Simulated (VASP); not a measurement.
## AgCl in VASP 6.6.1, single-point calculation

INCAR

```
ISIF = 2
PREC = Accurate
NBANDS = 16
LWAVE = .FALSE.
NSW = 0
LMAXMIX = 4
EDIFF = 1E-7
ISMEAR = -1
SIGMA = 0.02
IBRION = -1
LDAUL = 2 -1
NELM = 120
LDAUJ = 0 0
LDAUU = 6.0 0
LDAUTYPE = 2
GGA = PE
LASPH = .TRUE.
LCHARG = .FALSE.
LREAL = .FALSE.
LDAU = .TRUE.
ENCUT = 520
```

KPOINTS

```
KPOINTS created by Atomic Simulation Environment
0
Gamma
8 8 8
0 0 0
```

POSCAR

```
Ag Cl
 1.0000000000000000
     0.0000000000000000    2.8178419630999998    3.3106949721999999
     2.8178419630999998    0.0000000000000000    3.3106949721999999
     2.8178419630999998    2.8178419630999998    0.0000000000000000
 Ag  Cl
   1   1
Cartesian
  0.0000000000000000  0.0000000000000000  0.0000000000000000
  1.4089209815499999  1.4089209815499999  1.6553474860999999
```

The recommended PBE PAW datasets give the neutral cell 18 valence electrons.

Command

```
mpirun -np 1 vasp_std
```

Problem. How does this run end, and what does it give?

Solution. It converged. Results: gap between bands v and c on the k mesh 2.24 eV; least direct gap on the k mesh 2.24 eV; pressure 1.2 GPa. Band v is the last that the valence electrons fill when counted band by band, and c is the next.

OSZICAR

```
N       E                     dE             d eps       ncg     rms          rms(c)
DAV:   1     0.101382570773E+03    0.10138E+03   -0.85807E+03  1960   0.983E+02
DAV:   2    -0.260898692913E+00   -0.10164E+03   -0.96046E+02  2392   0.216E+02
DAV:   3    -0.411014202860E+01   -0.38492E+01   -0.38413E+01  2328   0.447E+01
DAV:   4    -0.414115542928E+01   -0.31013E-01   -0.31011E-01  2536   0.429E+00
DAV:   5    -0.414167340121E+01   -0.51797E-03   -0.51797E-03  2320   0.538E-01    0.623E+00
DAV:   6    -0.403482955403E+01    0.10684E+00   -0.14776E-01  2272   0.499E+00    0.415E+00
DAV:   7    -0.404332577895E+01   -0.84962E-02   -0.12848E-01  2320   0.251E+00    0.142E+00
DAV:   8    -0.404555530661E+01   -0.22295E-02   -0.95888E-03  2328   0.951E-01    0.275E-01
DAV:   9    -0.404611840180E+01   -0.56310E-03   -0.11837E-03  2192   0.434E-01    0.564E-02
DAV:  10    -0.404631178119E+01   -0.19338E-03   -0.20861E-04  2416   0.130E-01    0.387E-02
DAV:  11    -0.404638858840E+01   -0.76807E-04   -0.80661E-05  2136   0.630E-02    0.105E-02
DAV:  12    -0.404639028652E+01   -0.16981E-05   -0.19823E-06  2584   0.140E-02    0.370E-03
DAV:  13    -0.404639096278E+01   -0.67625E-06   -0.10680E-06  2184   0.892E-03    0.135E-03
DAV:  14    -0.404639092832E+01    0.34458E-07   -0.50884E-08  2072   0.194E-03
   1 F= -.40463909E+01 E0= -.40463909E+01  d E =-.185257E-11
```

Standard output (part)

```
POSCAR found type information on POSCAR AgCl
 POSCAR found :  2 types and       2 ions
 LDA part: xc-table for (Slater+PW92), standard interpolation
 POSCAR, INCAR and KPOINTS ok, starting setup
 WAVECAR not read
 entering main loop
```

For comparison, a separate PBE run of the intended cell, on usual settings and not on those above, gives a gap of 1.18 eV on its mesh and a pressure of 1.3 GPa.
